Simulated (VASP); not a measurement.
# Y: saddle point by the improved dimer method

Y, defect, 15 atoms in the cell. PBE, improved dimer method; PAW potentials Y_sv (PBE set).

Path: a Y atom hops into a neighbouring Y vacancy; Length of the hop (Å): 3.556; Atoms free in the vibrations (from 0): 1, 3, 7, 9, 11.

## Input

INCAR.step1:
```
SYSTEM = Y
PREC = Accurate ; ENCUT = 200
EDIFF = 1E-7 ; ISMEAR = 1
SIGMA = 0.1 ; LREAL = .FALSE.
LASPH = .TRUE. ; NELM = 100
ALGO = Normal ; LWAVE = .FALSE.
LCHARG = .FALSE. ; ISYM = 0
KPAR = 8 ; IBRION = 2
NSW = 100 ; ISIF = 2
EDIFFG = -0.005 ; POTIM = 0.5
```

INCAR.step2, as INCAR.step1 but for:
```
- EDIFF = 1E-7
- EDIFFG = -0.005
+ EDIFF = 1E-6
+ EDIFFG = -0.02
```

INCAR.step3, as INCAR.step2 but for:
```
- IBRION = 2
- NSW = 100
- ISIF = 2
- POTIM = 0.5
+ IBRION = 44
+ NSW = 300
```

INCAR.step4, as INCAR.step3 but for:
```
- EDIFF = 1E-6
- IBRION = 44
- NSW = 300
- EDIFFG = -0.02
+ EDIFF = 1E-7
+ IBRION = 5
+ NFREE = 2
+ POTIM = 0.015
+ NSW = 1
```

KPOINTS:
```
k-points
0
Gamma
  3 3 2
```

POSCAR.step1:
```
Y
1.0
    7.2948000000      0.0000000000      0.0000000000
   -3.6474000000      6.3174821156      0.0000000000
    0.0000000000      0.0000000000     11.4612000000
Y
15
Direct
    0.3333333334      0.1666666666      0.8750000000
    0.3333333334      0.6666666666      0.3750000000
    0.3333333334      0.6666666666      0.8750000000
    0.8333333334      0.1666666666      0.3750000000
    0.8333333334      0.1666666666      0.8750000000
    0.8333333333      0.6666666666      0.3750000000
    0.8333333333      0.6666666666      0.8750000000
    0.1666666666      0.3333333333      0.1250000000
    0.1666666666      0.3333333333      0.6250000000
    0.1666666666      0.8333333333      0.1250000000
    0.1666666666      0.8333333333      0.6250000000
    0.6666666666      0.3333333333      0.1250000000
    0.6666666666      0.3333333333      0.6250000000
    0.6666666666      0.8333333333      0.1250000000
    0.6666666666      0.8333333333      0.6250000000
```

POSCAR.step2:
```
Y
1.0
    7.2948000000      0.0000000000      0.0000000000
   -3.6474000000      6.3174821156      0.0000000000
    0.0000000000      0.0000000000     11.4612000000
Y
15
Direct
    0.3333333334      0.1666666666      0.8750000000
    0.3333333334      0.6666666666      0.3750000000
    0.3333333334      0.6666666666      0.8750000000
    0.8333333334      0.1666666666      0.3750000000
    0.8333333334      0.1666666666      0.8750000000
    0.8333333333      0.6666666666      0.3750000000
    0.8333333333      0.6666666666      0.8750000000
    0.3333333334      0.1666666667      0.3750000000
    0.1666666666      0.3333333333      0.6250000000
    0.1666666666      0.8333333333      0.1250000000
    0.1666666666      0.8333333333      0.6250000000
    0.6666666666      0.3333333333      0.1250000000
    0.6666666666      0.3333333333      0.6250000000
    0.6666666666      0.8333333333      0.1250000000
    0.6666666666      0.8333333333      0.6250000000
```

POSCAR.step3:
```
Y                                       
1.0
    7.2948000000      0.0000000000      0.0000000000
   -3.6474000000      6.3174821156      0.0000000000
    0.0000000000      0.0000000000     11.4612000000
Y
15
Direct
    0.3297434224      0.1637160474      0.8676092345
    0.3286800741      0.6729998859      0.3660776460
    0.3209457581      0.6716476258      0.8653702664
    0.8350350994      0.1697616405      0.3658385141
    0.8257894249      0.1710340745      0.8650387611
    0.8260890072      0.6751278524      0.3656523721
    0.8307584498      0.6709186335      0.8673068121
    0.2495945968      0.2572321957      0.2410523083
    0.1610993036      0.3409659921      0.6195605058
    0.1568847134      0.8360178171      0.1188978718
    0.1590747106      0.8378442637      0.6177251901
    0.6649470054      0.3422801098      0.1183180946
    0.6550950301      0.3412663916      0.6145105878
    0.6583417202      0.8383964048      0.1184667157
    0.6575770881      0.8360922485      0.6161351560

   -0.0327405316      0.0189031305     -0.0541589565
   -0.0441764110      0.0184093397     -0.0570293620
   -0.0311123017      0.0259531718     -0.0541622169
   -0.0380314841      0.0290531757     -0.0570294040
   -0.0380324409      0.0139678413     -0.0541626271
   -0.0265972455      0.0153550054     -0.0595994669
   -0.0396604880      0.0228981777     -0.0515977647
    0.5003879487     -0.2888987315      0.7737282773
   -0.0330554192      0.0190841145     -0.0524047796
   -0.0440983604      0.0180933339     -0.0587984679
   -0.0314953499      0.0253690188     -0.0523957542
   -0.0377186163      0.0291431963     -0.0587987739
   -0.0377175322      0.0145912364     -0.0523957322
   -0.0266743086      0.0154006757     -0.0594359606
   -0.0392774592      0.0226773137     -0.0517590109
```

POSCAR.step4:
```
Y
1.0
    7.2948000000      0.0000000000      0.0000000000
   -3.6474000000      6.3174821156      0.0000000000
    0.0000000000      0.0000000000     11.4612000000
Y
15
Selective dynamics
Direct
    0.3313229227      0.1672610252      0.8799007932  F F F
    0.3172106216      0.7110733701      0.3742721543  T T T
    0.3307491849      0.6650012690      0.8611491420  F F F
    0.7907825672      0.1821665586      0.3742707746  T T T
    0.8326272800      0.1666090913      0.8603664142  F F F
    0.8113888658      0.6871309103      0.3623140504  F F F
    0.8332248779      0.6644642994      0.8680032212  F F F
    0.2459711179      0.2571033915      0.2415350848  T T T
    0.1558941676      0.3426911698      0.6039828614  F F F
    0.1714221520      0.8016261159      0.1094928573  T T T
    0.1555879667      0.8440075745      0.6231775620  F F F
    0.6999974244      0.3278962756      0.1095432573  T T T
    0.6535929595      0.3416747864      0.6224652671  F F F
    0.6764810155      0.8222207094      0.1213761130  F F F
    0.6534022805      0.8443746364      0.6157104836  F F F
```

POSCAR.step5:
```
Y
1.0
    7.2948000000      0.0000000000      0.0000000000
   -3.6474000000      6.3174821156      0.0000000000
    0.0000000000      0.0000000000     11.4612000000
Y
15
Selective dynamics
Direct
    0.3333333604      0.1666665673      0.8749973783  F F F
    0.3388535432      0.6694269148      0.3750018378  T T T
    0.3306491532      0.6653245417      0.8749983013  F F F
    0.8305731608      0.1611465298      0.3750018383  T T T
    0.8346754124      0.1693507698      0.8749983018  F F F
    0.8305733819      0.6694266771      0.3750018491  F F F
    0.8346753842      0.6653245629      0.8749983227  F F F
    0.1659343921      0.3340655411      0.1259619835  T T T
    0.1659346322      0.3340653226      0.6240385476  F F F
    0.1659343661      0.8318688333      0.1259619537  T T T
    0.1659346084      0.8318693034      0.6240385962  F F F
    0.6681311502      0.3340655943      0.1259619335  T T T
    0.6681307204      0.3340653847      0.6240386343  F F F
    0.6666666898      0.8333333850      0.1261529414  F F F
    0.6666667110      0.8333334046      0.6238475804  F F F
```

Commands (each step's output is kept before the next begins):
```
cat potpaw_PBE.64/Y_sv/POTCAR > POTCAR
cp INCAR.step1 INCAR
cp POSCAR.step1 POSCAR
mpirun -np 8 vasp_std > vasp.out
cp INCAR.step2 INCAR
cp POSCAR.step2 POSCAR
mpirun -np 8 vasp_std > vasp.out
# the block under the positions in POSCAR is the starting axis: the straight line between the two relaxed ends
cp INCAR.step3 INCAR
cp POSCAR.step3 POSCAR
mpirun -np 8 vasp_std > vasp.out
# POSCAR: the saddle point
cp INCAR.step4 INCAR
cp POSCAR.step4 POSCAR
mpirun -np 8 vasp_std > vasp.out
# POSCAR: the relaxed minimum
cp POSCAR.step5 POSCAR
mpirun -np 8 vasp_std > vasp.out
```

## Result

- Barrier (eV): 0.552
- Barrier with zero-point energies (eV): 0.544
- Imaginary frequency (cm⁻¹): 51
- Imaginary modes at the saddle: 1
- Attempt frequency (THz): 4.9
- Force evaluations of the dimer: 80
- Largest force left (eV/Å): 0.0199
- Ionic steps, all stages: 154
- Electronic steps, all stages: 1305

Vibrations (cm⁻¹; a negative value is imaginary):

| Mode | Minimum | Saddle |
|---|---|---|
| 1 | 139 | 136 |
| 2 | 134 | 133 |
| 3 | 128 | 129 |
| 4 | 120 | 127 |
| 5 | 117 | 117 |
| 6 | 113 | 111 |
| 7 | 109 | 95 |
| 8 | 103 | 91 |
| 9 | 97 | 90 |
| 10 | 86 | 81 |
| 11 | 85 | 66 |
| 12 | 71 | 59 |
| 13 | 63 | 57 |
| 14 | 61 | 35 |
| 15 | 37 | -51 |

Harmonic rate, classical:

| Temperature (K) | Jumps per second |
|---|---|
| 300 | 2.6e+03 |
| 600 | 1.1e+08 |
| 900 | 4e+09 |

The cell is Y (16 atoms) with one Y atom missing.

Limits: the cutoff lies under the usual one of these potentials, so the numbers hold a basis-set error; the cell holds 15 atoms, so the vacancy or interstitial meets its own images and the barrier isn't that of a lone defect; the attempt frequency counts the hopping atom and the four atoms nearest to it, while all others are held.

VASP 6.6.1 took 3924 s on 8 cores (Intel Xeon 6975P-C (Granite Rapids)), a shared host.
